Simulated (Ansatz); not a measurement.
The system is Na.

```
Na
1.0
    -2.14100    2.14100    2.14100
     2.14100   -2.14100    2.14100
     2.14100    2.14100   -2.14100
Na
1
Direct
  0.00000 0.00000 0.00000
```

Program: Ansatz 0.2.0. Alike in all runs: no spin polarisation; cell as given; k mesh 6 × 6 × 6. Hardware: 1 thread of Arm Neoverse V1, with other jobs on the host.

Order these runs on this cell by their wall time, lowest first.
A. task atomic charges; level PBE0+D4; potentials or basis Ansatz NC; cutoff (eV) 1197; smearing methfessel-paxton 0.1 eV
B. task band structure; level HSE06; potentials or basis JTH PAW; cutoff (eV) 1440; smearing cold 0.1 eV; points for each segment of the path 4
C. task single point; level r2SCAN0; potentials or basis Ansatz PAW; cutoff (eV) 500; smearing methfessel-paxton 0.01 eV

C (16 s), A (71 s), B (580 s).

Runs at the PBE level aren't shown here.
